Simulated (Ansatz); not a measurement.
# SiC: the cost of one run

Method: DFT PBEsol, scalar-relativistic, plane waves, PAW, in Ansatz 0.2.0.

The COD entry's cell or inner coordinates are ideal or old and differ from later refinements, so a difference from it is no clean test against experiment.

43 further runs of the same task are left out: 43 set aside as unsound or not needed.

### 1 The structure to begin with

It takes space group F-43m (No. 216, cubic). The conventional cell has a = 4.357 Å, b = 4.357 Å, c = 4.357 Å, α = 90.00°, β = 90.00°, γ = 90.00°. Si (site symmetry -43m) has 4 C at 1.89 Å as nearest neighbours. C (site symmetry -43m) is surrounded by 4 Si at 1.89 Å.

Structure file:

```
Si C
1.0
     0.00000    2.17839    2.17839
     2.17839    0.00000    2.17839
     2.17839    2.17839    0.00000
Si C
1 1
Cartesian
  0.0000 0.0000 0.0000
  3.2676 3.2676 3.2676
```

This cell was relaxed beforehand with the same method: volume 10.34 Å³/atom, gap on the mesh 1.24 eV.

### 2 Plan of the line

The energy is mapped over volume and the cell's shape.

First coordinate, volume per atom: 9 values from 9.10 to 11.58 Å³. Second coordinate, length along [111] over the lengths across it, relative to the cubic cell: 9 values from 0.923 to 1.083.

Nothing else is relaxed (fractional coordinates fixed). Energies count from the relaxed crystal. Points are written as (first, second).

### 3 The run at (9.10 Å³, 1.000)

Contents of input.yaml:

```yaml
crystal:
  lattice:
    - [0.0, 2.0875300293, 2.0875300293]
    - [2.0875300293, 0.0, 2.0875300293]
    - [2.0875300293, 2.0875300293, 0.0]
  atoms:
    - { symbol: Si, position: [0.0, 0.0, 0.0] }
    - { symbol: C, position: [0.75, 0.75, 0.75] }
basis:
  ecutwfc: 520.0
kpoints:
  mp_grid: { grid: [12, 12, 12] }
hamiltonian:
  xc: pbesol
  pseudopotentials: { kind: paw, azcp: { folder: soft_1 } }
scf:
  occupations: { method: gaussian, width: 0.05 }
output:
  forces: true
  stress: true
  eigenvalues: true
```

Launch:

```
> ansatz run input.yaml --threads 1 --pin off --max-ram 2048MiB --backend cpu --events-out ev --progress --plain --runs-dir out
```

What time and memory should one allow on 1 thread of Arm Neoverse V1, shared host?

About 2.2 s, with a peak of 0.27 GiB.
